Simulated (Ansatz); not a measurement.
# Rhodium, diamond under PBE: structure, energy and stiffness, part 2 of 2

What does PBE give for rhodium in the diamond structure? We relax it, solve it on a dense k-mesh, switch on spin-orbit coupling, then scale the cell to 7 volumes from 88 to 112 % of the relaxed one and try a fit of the equation of state. The k-meshes are 10×10×10 for the relaxation; 16×16×16 for the dense run; 10×10×10 for spin-orbit coupling; 11×11×11 for the volumes.

Ansatz 0.2.0; DFT, PBE, plane waves (420 eV) with PAW, scalar-relativistic. Earlier steps stand in the parts before.

### Step 5. Equation of state: 88 %

This is Rh in the diamond structure; at room conditions it is fcc.

input.yaml

```yaml
crystal:
  lattice:
    - [0.0, 2.64350441, 2.64350441]
    - [2.64350441, 0.0, 2.64350441]
    - [2.64350441, 2.64350441, 0.0]
  atoms:
    - { symbol: Rh, position: [0.125, 0.125, 0.125] }
    - { symbol: Rh, position: [0.875, 0.875, 0.875] }
hamiltonian:
  xc: pbe
  pseudopotentials:
    kind: paw
    azcp:
      Rh: "pseudopotentials/Rh.paw.azcp"
basis:
  ecutwfc: 420
  fft_grid_basis: typed
kpoints:
  mp_grid: { grid: [11, 11, 11], shift: [0, 0, 0] }
magnetization:
  spin_polarized: false
scf:
  occupations: { method: fermi_dirac, width: 0.1 }
  lower_state_search: "off"
output:
  stress: true
```

Launch:

```sh
$ ansatz run input.yaml --threads 1 --pin off --max-ram 3584MiB --backend cpu --events-out ev --progress --plain --runs-dir out
```

Log, shortened:

```text
[...]
Pseudopotentials: kind: paw
Pseudopotential: Rh, paw, valence charge 17, recommended cutoff 420 eV (normal), <dir>
Functional definition: PBE
[...]
Crystal: 2 atoms, lattice volume = 36.946 Å³
Basis set: ecut = 420 eV, 725 PW (Γ)
Bands: 21, of which v1, the nominal top of the filled ones, is band 17 counted from 1 (16 counted from 0)
Symmetry: 48 space group operations
Space group: Fd-3m (ITA 227), of the structure as read, at distance tolerance 3.3e-5 Å
k-points: 56 of 1331
[...]
SCF iter   1: F=—  HF=-12803.303745 eV  |F-HF|=—  |Δ(HF+E_count)|=         —  Δρ=8.42e-3  dr2=1.93e-2  ethr=1.77e-3  ⟨swp⟩=5.6  Hψ=5188  notcnv=0
[...]
SCF iter   6: F=-12803.303810 eV  HF=-12803.303810 eV  |F-HF|=6.66e-9  |Δ(HF+E_count)|=   6.87e-7  Δρ=8.66e-6  dr2=3.95e-8  ethr=2.94e-10  ⟨swp⟩=4.2  Hψ=3934  notcnv=0
[...]
SCF converged after 6 iterations
Free energy (F): -12803.303810 eV
[...]
E sigma→0 (E₀):  -12803.260534 eV
Entropy (-TS):   -0.086551 eV (-43.275 meV/atom)
Fermi energy:    15.840034 eV
[...]
--- Stress (GPa, compression-positive) ---
       22.438298      -0.000000      -0.000000
        0.000000      22.438298       0.000000
       -0.000000       0.000000      22.438298
  P = ⅓ Tr σ = 22.4383 GPa (224.383 kbar)
```

Run time: 2.8 s. Hardware: 1 thread of Intel Xeon Platinum 8259CL at 2.50GHz (Skylake/Cascade Lake), shared host; peak memory 0.5 GiB.

### Step 6. Equation of state: 92 %

Changes to input.yaml since step 5:

```diff
@@ -2,5 +2,5 @@
   lattice:
-    - [0.0, 2.64350441, 2.64350441]
-    - [2.64350441, 0.0, 2.64350441]
-    - [2.64350441, 2.64350441, 0.0]
+    - [0.0, 2.6829655175, 2.6829655175]
+    - [2.6829655175, 0.0, 2.6829655175]
+    - [2.6829655175, 2.6829655175, 0.0]
   atoms:
```

Launch:

```sh
$ ansatz run input.yaml --threads 1 --pin off --max-ram 3584MiB --backend cpu --events-out ev --progress --plain --runs-dir out
```

Log, shortened:

```text
[...]
[... 3 set-up lines as earlier in the session ...]
[...]
Crystal: 2 atoms, lattice volume = 38.626 Å³
Basis set: ecut = 420 eV, 749 PW (Γ)
Bands: 21, of which v1, the nominal top of the filled ones, is band 17 counted from 1 (16 counted from 0)
[... 1 set-up line as earlier in the session ...]
Space group: Fd-3m (ITA 227), of the structure as read, at distance tolerance 3.4e-5 Å
k-points: 56 of 1331
[...]
SCF iter   1: F=—  HF=-12803.487375 eV  |F-HF|=—  |Δ(HF+E_count)|=         —  Δρ=8.35e-3  dr2=1.93e-2  ethr=1.77e-3  ⟨swp⟩=5.8  Hψ=5155  notcnv=0
[...]
SCF iter   6: F=-12803.487761 eV  HF=-12803.487761 eV  |F-HF|=1.35e-8  |Δ(HF+E_count)|=   4.98e-7  Δρ=1.07e-5  dr2=3.42e-8  ethr=2.94e-10  ⟨swp⟩=4.5  Hψ=3999  notcnv=0
[...]
SCF converged after 6 iterations
Free energy (F): -12803.487761 eV
[...]
E sigma→0 (E₀):  -12803.441110 eV
Entropy (-TS):   -0.093302 eV (-46.651 meV/atom)
Fermi energy:    14.876565 eV
[...]
--- Stress (GPa, compression-positive) ---
       13.042549      -0.000000      -0.000000
       -0.000000      13.042549       0.000000
        0.000000       0.000000      13.042549
  P = ⅓ Tr σ = 13.0425 GPa (130.425 kbar)
```

Run time: 3 s. Hardware: 1 thread of Intel Xeon Platinum 8259CL at 2.50GHz (Skylake/Cascade Lake), shared host; peak memory 0.5 GiB.

### Step 7. Equation of state: 96 %

Changes to input.yaml since step 6:

```diff
@@ -2,5 +2,5 @@
   lattice:
-    - [0.0, 2.6829655175, 2.6829655175]
-    - [2.6829655175, 0.0, 2.6829655175]
-    - [2.6829655175, 2.6829655175, 0.0]
+    - [0.0, 2.7212987753, 2.7212987753]
+    - [2.7212987753, 0.0, 2.7212987753]
+    - [2.7212987753, 2.7212987753, 0.0]
   atoms:
```

Launch:

```sh
$ ansatz run input.yaml --threads 1 --pin off --max-ram 3584MiB --backend cpu --events-out ev --progress --plain --runs-dir out
```

Log, shortened:

```text
[...]
[... 3 set-up lines as earlier in the session ...]
[...]
Crystal: 2 atoms, lattice volume = 40.305 Å³
Basis set: ecut = 420 eV, 749 PW (Γ)
Bands: 21, of which v1, the nominal top of the filled ones, is band 17 counted from 1 (16 counted from 0)
[... 2 set-up lines as earlier in the session ...]
k-points: 56 of 1331
[...]
SCF iter   1: F=—  HF=-12803.583910 eV  |F-HF|=—  |Δ(HF+E_count)|=         —  Δρ=8.09e-3  dr2=1.87e-2  ethr=1.77e-3  ⟨swp⟩=5.9  Hψ=5121  notcnv=0
[...]
SCF iter   6: F=-12803.584306 eV  HF=-12803.584306 eV  |F-HF|=2.55e-10  |Δ(HF+E_count)|=   1.24e-7  Δρ=9.60e-7  dr2=1.92e-10  ethr=1.08e-10  ⟨swp⟩=2.0  Hψ=4359  notcnv=0
[...]
SCF converged after 6 iterations
Free energy (F): -12803.584306 eV
[...]
E sigma→0 (E₀):  -12803.533969 eV
Entropy (-TS):   -0.100674 eV (-50.337 meV/atom)
Fermi energy:    13.995239 eV
[...]
--- Stress (GPa, compression-positive) ---
        5.678557      -0.000000      -0.000000
        0.000000       5.678557      -0.000000
        0.000000       0.000000       5.678557
  P = ⅓ Tr σ = 5.6786 GPa (56.786 kbar)
```

Wall time 3.3 s (1 thread of Intel Xeon Platinum 8259CL at 2.50GHz (Skylake/Cascade Lake), shared host); peak memory 0.5 GiB.

### Step 8. Equation of state: 100 %

Changes to input.yaml since step 7:

```diff
@@ -2,5 +2,5 @@
   lattice:
-    - [0.0, 2.7212987753, 2.7212987753]
-    - [2.7212987753, 0.0, 2.7212987753]
-    - [2.7212987753, 2.7212987753, 0.0]
+    - [0.0, 2.7585814736, 2.7585814736]
+    - [2.7585814736, 0.0, 2.7585814736]
+    - [2.7585814736, 2.7585814736, 0.0]
   atoms:
```

Launch:

```sh
$ ansatz run input.yaml --threads 1 --pin off --max-ram 3584MiB --backend cpu --events-out ev --progress --plain --runs-dir out
```

Log, shortened:

```text
[...]
[... 3 set-up lines as earlier in the session ...]
[...]
Crystal: 2 atoms, lattice volume = 41.984 Å³
Basis set: ecut = 420 eV, 869 PW (Γ)
Bands: 21, of which v1, the nominal top of the filled ones, is band 17 counted from 1 (16 counted from 0)
[... 2 set-up lines as earlier in the session ...]
k-points: 56 of 1331
[...]
SCF iter   1: F=—  HF=-12803.611711 eV  |F-HF|=—  |Δ(HF+E_count)|=         —  Δρ=7.81e-3  dr2=1.82e-2  ethr=1.77e-3  ⟨swp⟩=5.9  Hψ=5059  notcnv=0
[...]
SCF iter   6: F=-12803.612408 eV  HF=-12803.612408 eV  |F-HF|=2.56e-10  |Δ(HF+E_count)|=   1.49e-7  Δρ=1.02e-6  dr2=2.64e-10  ethr=1.90e-10  ⟨swp⟩=2.1  Hψ=4315  notcnv=0
[...]
SCF converged after 6 iterations
Free energy (F): -12803.612408 eV
[...]
E sigma→0 (E₀):  -12803.558033 eV
Entropy (-TS):   -0.108749 eV (-54.375 meV/atom)
Fermi energy:    13.187122 eV
[...]
--- Stress (GPa, compression-positive) ---
       -0.081543       0.000000       0.000000
        0.000000      -0.081543       0.000000
        0.000000       0.000000      -0.081543
  P = ⅓ Tr σ = -0.0815 GPa (-0.815 kbar)
```

It took 2.7 s on 1 thread of Intel Xeon Platinum 8259CL at 2.50GHz (Skylake/Cascade Lake), shared host; peak memory 0.51 GiB.

### Step 9. Equation of state: 104 %

Changes to input.yaml since step 8:

```diff
@@ -2,5 +2,5 @@
   lattice:
-    - [0.0, 2.7585814736, 2.7585814736]
-    - [2.7585814736, 0.0, 2.7585814736]
-    - [2.7585814736, 2.7585814736, 0.0]
+    - [0.0, 2.7948827612, 2.7948827612]
+    - [2.7948827612, 0.0, 2.7948827612]
+    - [2.7948827612, 2.7948827612, 0.0]
   atoms:
```

Launch:

```sh
$ ansatz run input.yaml --threads 1 --pin off --max-ram 3584MiB --backend cpu --events-out ev --progress --plain --runs-dir out
```

Log, shortened:

```text
[...]
[... 3 set-up lines as earlier in the session ...]
[...]
Crystal: 2 atoms, lattice volume = 43.664 Å³
Basis set: ecut = 420 eV, 869 PW (Γ)
Bands: 21, of which v1, the nominal top of the filled ones, is band 17 counted from 1 (16 counted from 0)
[... 2 set-up lines as earlier in the session ...]
k-points: 56 of 1331
[...]
SCF iter   1: F=—  HF=-12803.586874 eV  |F-HF|=—  |Δ(HF+E_count)|=         —  Δρ=7.49e-3  dr2=1.81e-2  ethr=1.77e-3  ⟨swp⟩=6.1  Hψ=5070  notcnv=0
[...]
SCF iter   6: F=-12803.587032 eV  HF=-12803.587032 eV  |F-HF|=4.06e-10  |Δ(HF+E_count)|=   9.54e-8  Δρ=1.21e-6  dr2=5.48e-10  ethr=2.29e-10  ⟨swp⟩=2.2  Hψ=4245  notcnv=0
[...]
SCF converged after 6 iterations
Free energy (F): -12803.587032 eV
[...]
E sigma→0 (E₀):  -12803.528342 eV
Entropy (-TS):   -0.117379 eV (-58.690 meV/atom)
Fermi energy:    12.444718 eV
[...]
--- Stress (GPa, compression-positive) ---
       -4.571267       0.000000       0.000000
        0.000000      -4.571267       0.000000
       -0.000000      -0.000000      -4.571267
  P = ⅓ Tr σ = -4.5713 GPa (-45.713 kbar)
```

Wall time 2.5 s (1 thread of Intel Xeon Platinum 8259CL at 2.50GHz (Skylake/Cascade Lake), shared host); peak memory 0.51 GiB.

### Step 10. Equation of state: 108 %

Changes to input.yaml since step 9:

```diff
@@ -2,5 +2,5 @@
   lattice:
-    - [0.0, 2.7948827612, 2.7948827612]
-    - [2.7948827612, 0.0, 2.7948827612]
-    - [2.7948827612, 2.7948827612, 0.0]
+    - [0.0, 2.8302647801, 2.8302647801]
+    - [2.8302647801, 0.0, 2.8302647801]
+    - [2.8302647801, 2.8302647801, 0.0]
   atoms:
```

Launch:

```sh
$ ansatz run input.yaml --threads 1 --pin off --max-ram 3584MiB --backend cpu --events-out ev --progress --plain --runs-dir out
```

Log, shortened:

```text
[...]
[... 3 set-up lines as earlier in the session ...]
[...]
Crystal: 2 atoms, lattice volume = 45.343 Å³
Basis set: ecut = 420 eV, 893 PW (Γ)
Bands: 21, of which v1, the nominal top of the filled ones, is band 17 counted from 1 (16 counted from 0)
[... 1 set-up line as earlier in the session ...]
Space group: Fd-3m (ITA 227), of the structure as read, at distance tolerance 3.6e-5 Å
k-points: 56 of 1331
[...]
SCF iter   1: F=—  HF=-12803.520505 eV  |F-HF|=—  |Δ(HF+E_count)|=         —  Δρ=7.24e-3  dr2=1.88e-2  ethr=1.77e-3  ⟨swp⟩=6.1  Hψ=5055  notcnv=0
[...]
SCF iter   6: F=-12803.520090 eV  HF=-12803.520090 eV  |F-HF|=1.20e-9  |Δ(HF+E_count)|=   7.02e-8  Δρ=1.62e-6  dr2=1.41e-9  ethr=2.94e-10  ⟨swp⟩=4.0  Hψ=3917  notcnv=0
[...]
SCF converged after 6 iterations
Free energy (F): -12803.520090 eV
[...]
E sigma→0 (E₀):  -12803.456939 eV
Entropy (-TS):   -0.126302 eV (-63.151 meV/atom)
Fermi energy:    11.761037 eV
[...]
--- Stress (GPa, compression-positive) ---
       -8.052786      -0.000000       0.000000
        0.000000      -8.052786       0.000000
        0.000000       0.000000      -8.052786
  P = ⅓ Tr σ = -8.0528 GPa (-80.528 kbar)
```

Wall time 3.4 s (1 thread of Intel Xeon Platinum 8259CL at 2.50GHz (Skylake/Cascade Lake), shared host); peak memory 0.51 GiB.

### Step 11. Equation of state: 112 %

Changes to input.yaml since step 10:

```diff
@@ -2,5 +2,5 @@
   lattice:
-    - [0.0, 2.8302647801, 2.8302647801]
-    - [2.8302647801, 0.0, 2.8302647801]
-    - [2.8302647801, 2.8302647801, 0.0]
+    - [0.0, 2.8647836063, 2.8647836063]
+    - [2.8647836063, 0.0, 2.8647836063]
+    - [2.8647836063, 2.8647836063, 0.0]
   atoms:
@@ -26 +26,5 @@
   stress: true
+  write_density: true
+  write_potential: true
+  elf: true
+  volumetric_format: npy
```

Launch:

```sh
$ ansatz run input.yaml --threads 1 --pin off --max-ram 3584MiB --backend cpu --events-out ev --progress --plain --runs-dir out
```

Log, shortened:

```text
[...]
[... 3 set-up lines as earlier in the session ...]
[...]
Crystal: 2 atoms, lattice volume = 47.022 Å³
Basis set: ecut = 420 eV, 941 PW (Γ)
Bands: 21, of which v1, the nominal top of the filled ones, is band 17 counted from 1 (16 counted from 0)
[... 2 set-up lines as earlier in the session ...]
k-points: 56 of 1331
[...]
SCF iter   1: F=—  HF=-12803.422284 eV  |F-HF|=—  |Δ(HF+E_count)|=         —  Δρ=7.05e-3  dr2=2.04e-2  ethr=1.77e-3  ⟨swp⟩=6.2  Hψ=5026  notcnv=0
[...]
SCF iter   6: F=-12803.421007 eV  HF=-12803.421007 eV  |F-HF|=2.79e-9  |Δ(HF+E_count)|=   5.82e-8  Δρ=2.16e-6  dr2=2.65e-9  ethr=2.94e-10  ⟨swp⟩=8.0  Hψ=7619  notcnv=0
[...]
SCF converged after 6 iterations
Free energy (F): -12803.421007 eV
[...]
E sigma→0 (E₀):  -12803.353379 eV
Entropy (-TS):   -0.135256 eV (-67.628 meV/atom)
Fermi energy:    11.129713 eV
[...]
--- Stress (GPa, compression-positive) ---
      -10.734353      -0.000000       0.000000
       -0.000000     -10.734353       0.000000
        0.000000      -0.000000     -10.734353
  P = ⅓ Tr σ = -10.7344 GPa (-107.344 kbar)
--- Band table (eV; the first three rows and the last of 56) ---
  k-point 0: bands = ["-67.5190", "-67.3196", "-35.5270", "-35.5270", "-35.5270", "-35.0938", "-35.0938", "-35.0938", "6.1507", "7.5646", "7.5646", "7.7782", "7.7782", "7.7782", "9.9217", "9.9217", "9.9217", "11.3941", "11.3941", "23.0534", "23.0534"]
[...]
```

Wall time 5 s (1 thread of Intel Xeon Platinum 8259CL at 2.50GHz (Skylake/Cascade Lake), shared host); peak memory 0.52 GiB.

### Step 12. Fitting the volumes

The cell was scaled evenly, with its shape and the fractional positions fixed.

```
V (Å³/atom)  E − E₀ (meV/atom)  P from the stress (GPa)  P from the fit (GPa)
     18.473              148.8                    22.44                 22.20
     19.313               58.5                    13.04                 12.69
     20.152               12.1                     5.68                  5.29
     20.992                0.1                    -0.08                 -0.48
     21.832               14.9                    -4.57                 -4.98
     22.672               50.6                    -8.05                 -8.48
     23.511              102.4                   -10.73                -11.20
```

A third-order Birch-Murnaghan fit gives V₀ = 20.915 Å³/atom, B₀ = 130 GPa and B₀′ = 5.2; it misses no point by more than 0.07 meV/atom.

The fit is made to E(σ → 0), while the stress belongs to the free energy F; that is one source of the offset between the two pressures.

### Step 13. Results

What follows sums up all 2 parts.

```
                      quantity                         value
space group (spins left aside)               Fd-3m (No. 227)
             conventional cell                   a = 5.517 Å
                        volume                20.992 Å³/atom
             shortest distance                       2.389 Å
               gap on the mesh  none (levels filled in part)
               relative to fcc                +1110 meV/atom
                   V₀, B₀, B₀′  20.915 Å³/atom, 130 GPa, 5.2
```

The relaxation enlarged the cell by 13.1 % in volume. Against the reference form of rhodium (fcc, computed apart with the same settings) it stands 1110 meV/atom higher, so it is far from stable. Levels at the Fermi energy are filled in part, as in a metal. The total energy of the spin-orbit run lies -1.8 eV/atom from the scalar one, but the two kinds of run don't share a zero of energy: only differences within one kind count. The fitted modulus is 130 GPa. Relaxation kept the symmetry; phonons were not checked.
